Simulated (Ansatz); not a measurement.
## BaZrO₃ (Pm-3m) at 2 levels of theory

One geometry, relaxed with PBE; plane waves with PAW potentials in Ansatz, scalar-relativistic. No spin polarisation. Gaps are the least over mesh and band path; pressure is positive in compression.

```
Ba Zr O
1.0
     4.22692    0.00000    0.00000
     0.00000    4.22692    0.00000
     0.00000    0.00000    4.22692
Ba Zr O
1 1 3
Direct
  0.00000 0.00000 0.00000
  0.50000 0.50000 0.50000
  0.00000 0.50000 0.50000
  0.50000 0.00000 0.50000
  0.50000 0.50000 0.00000
```

| level | cutoff (eV) | k mesh | gap (eV) | pressure (GPa) |
| --- | --- | --- | --- | --- |
| PBE | 420 | 6×6×6 | 3.18 | 0.0 |

Problem. What comes out on the same cell with r2SCAN?

Solution.
```json
{"level": "r2SCAN", "cutoff (eV)": "500", "k mesh": "6×6×6", "gap (eV)": "3.69", "pressure (GPa)": "-2.5"}
```

Spin-orbit coupling matters for the bands of heavy elements and is left out.

The cell was relaxed from a distorted copy of a database structure.
